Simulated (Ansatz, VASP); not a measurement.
# Two plane-wave programs on Sr

```
Sr
1.0
     4.26776    0.00000    0.00000
    -2.13388    3.69599    0.00000
     0.00000    0.00000    7.01332
Sr
2
Direct
  0.33333 0.66667 0.25000
  0.66667 0.33333 0.75000
```

This isn't the form of Sr at room conditions, which is fcc.

Alike in both runs: functional PBE; k mesh 12 × 12 × 6; occupations gaussian, width 0.1 eV; no spin polarisation.

Ansatz relaxed the structure, and its values are those at the end. VASP's run is a single point on that final structure, the one shown.

```csv
,VASP,Ansatz
version,VASP 6.6.1,Ansatz 0.2.0
potentials or method,"VASP PAW PBE potentials, release 64 (Sr_sv)","scalar-relativistic, plane waves, PAW"
plane-wave cutoff (eV),520,420
valence electrons in the cell,20,20
```

|  | VASP | Ansatz | Ansatz less VASP |
| --- | --- | --- | --- |
| gap on the k mesh at the Fermi level (eV) | none | none | - |
| pressure (GPa) | 0.0 | 0.0 | 0.00 |

A gap of «none» marks a metal or a gap that the smearing closes. The functional is the same, so the differences come from potentials, cutoffs and numerics.
